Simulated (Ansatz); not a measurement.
Base system: RuO$_{2}$ in the rutile structure (space group P4_2/mnm, No. 136; a = 4.523 Å, c = 3.119 Å).

(Cell as relaxed with PBE.)

Levels (all Ansatz, a first-principles code, PAW): PBE (420 eV, spin-orbit coupling left out); r2SCAN (500 eV, scalar-relativistic without spin-orbit coupling).

Each level relaxes its own structure.

```
base                      PBE    r2SCAN
-------------------  --------  --------
volume per atom      10.64 Å³  10.39 Å³
lattice parameter a   4.523 Å   4.480 Å
band gap                 zero      zero
```

One thing is altered: the cell is scaled by 0.9883 in all directions, atoms relaxed at fixed cell.

```csv
quantity,PBE,r2SCAN
energy relative to the base (free energy F),+11 meV/atom,…
"pressure (mean of the normal stresses, compression positive)",10.0 GPa,…
band gap,zero,…
```

Problem. What does r2SCAN give?

Solution. 
- energy relative to the base (free energy F), r2SCAN: +12 meV/atom
- pressure (mean of the normal stresses, compression positive), r2SCAN: 11.1 GPa
- band gap, r2SCAN: zero

PBE's energy relative to the base lies 0.9 meV/atom below r2SCAN's; PBE's pressure lies 1.1 GPa below r2SCAN's; the two agree on the band gap. Neither level is exact; r2SCAN is the comparison here, not a measurement.

The cells carry an imposed strain or load. No phonon test of stability was made. Seeded moments were not kept for the base. No Hubbard U is applied, and correlation can decide whether such a compound is a metal. All final runs are without spin polarisation.
